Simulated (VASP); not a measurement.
Set up this calculation in VASP 6.6.1, as the native input.

```yaml
Task: relaxation of cell and atoms
Functional: PBE
Potentials_or_basis: VASP PAW PBE potentials, release 64 (Te, Pb)
Cutoff: 300 eV
k_mesh: 4 × 4 × 4
Occupations: gaussian, width 0.03 eV
Spin: no spin polarisation
Further_INCAR_settings: ALGO = Normal; EDIFF = 1e-06; IBRION = 2; EDIFFG = -0.01; NSW = 90; ISIF = 3
```

The structure of TePb lies in POSCAR:

```
TePb
1.0
    0.0000000000      3.2310000000      3.2310000000
    3.2310000000      0.0000000000      3.2310000000
    3.2310000000      3.2310000000      0.0000000000
Te Pb
1 1
Direct
    0.5000000000      0.5000000000      0.5000000000
    0.0000000000      0.0000000000      0.0000000000
```

One way to write it, as run:

INCAR

```
  PREC = Accurate
  ENCUT = 300
  EDIFF = 1E-6
  ISMEAR = 0
  SIGMA = 0.03
  LREAL = F
  LASPH = T
  NELM = 80
  ALGO = Normal
  ISIF = 3
  LWAVE = F
  LCHARG = F
  GGA = PE
  IBRION = 2
  NSW = 90
  EDIFFG = -0.01
```

KPOINTS

```
regular mesh
0
Gamma
  4 4 4
```

Potentials or basis: VASP PAW PBE potentials, release 64 (Te, Pb).

Run with:

```console
$ cat potpaw_PBE.64/Te/POTCAR potpaw_PBE.64/Pb/POTCAR > POTCAR
$ mpirun -np 1 vasp_std > vasp.out
```

Results of the run:

```json
{"Relaxed volume": "35.29 Å³/atom", "Relaxed cell": "a = 4.639 Å, b = 4.639 Å, c = 4.639 Å, α = 60.00°, β = 60.00°, γ = 60.00°", "Space group after relaxing (to 0.05 Å)": "Fm-3m (No. 225)", "Energy gained by relaxing": "9.4 meV/atom", "Ionic steps": "3", "Pressure after relaxing": "0.0 GPa", "Band gap on the k mesh": "0.82 eV, direct"}
```

Caveat: the k mesh is coarse (spacing up to 0.42 Å⁻¹), so the values aren't converged; spin-orbit coupling is left out, which as a rule narrows the gap of such compounds by several tenths of an eV.

Run time: 12 s on 1 thread of Intel(R) Xeon(R) Platinum 8488C (Sapphire Rapids), with other jobs on the host, peak memory 0.16 GiB.
